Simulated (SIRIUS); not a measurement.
Here is a SIRIUS 7.12.0 calculation.

Contents of sirius.json:

```json
{
  "control": {
    "processing_unit": "cpu",
    "verbosity": 2,
    "num_bands_to_print": 14,
    "print_forces": true,
    "print_stress": true
  },
  "parameters": {
    "electronic_structure_method": "pseudopotential",
    "xc_functionals": ["XC_GGA_X_PBE_SOL", "XC_GGA_C_PBE_SOL"],
    "gk_cutoff": 8.5,
    "pw_cutoff": 17.0,
    "ngridk": [10, 10, 10],
    "shiftk": [0, 0, 0],
    "smearing": "fermi_dirac",
    "smearing_width": 0.0018374661,
    "num_bands": 14,
    "num_mag_dims": 0,
    "num_dft_iter": 100,
    "energy_tol": 1e-08,
    "density_tol": 1e-06
  },
  "iterative_solver": {
    "type": "davidson",
    "min_tolerance": 1e-10
  },
  "mixer": {
    "type": "anderson",
    "beta": 0.7,
    "max_history": 8
  },
  "settings": {
    "tol_ne": 1e-10,
    "pseudo_grid_cutoff": 6.5
  },
  "unit_cell": {
    "lattice_vectors": [
      [-0.612008841979, 0.612008841979, 0.500889563355],
      [0.612008841979, -0.612008841979, 0.500889563355],
      [0.612008841979, 0.612008841979, -0.500889563355]
    ],
    "lattice_vectors_scale": 6.2656157538,
    "atom_coordinate_units": "lattice",
    "atom_types": ["Sn"],
    "atom_files": {
      "Sn": "Sn.json"
    },
    "atoms": {
      "Sn": [
        [0.0, 0.0, 0.0]
      ]
    }
  }
}
```

Potentials or basis: PseudoDojo 0.4.1 PBEsol standard (scalar relativistic).

Command:

```console
$ upf_to_json Sn.upf
$ OMP_NUM_THREADS=1 sirius.scf --input=sirius.json --output=out.json --task=0
```

Task: Predict the pressure.

Result: -1.9 GPa.

Task: Predict the band gap on the k mesh.

Result: None (metal or under the smearing width).

Stress tensor (GPa, compression positive):
```
-2.21  0.00  0.00
 0.00 -2.21  0.00
 0.00  0.00 -1.15
```
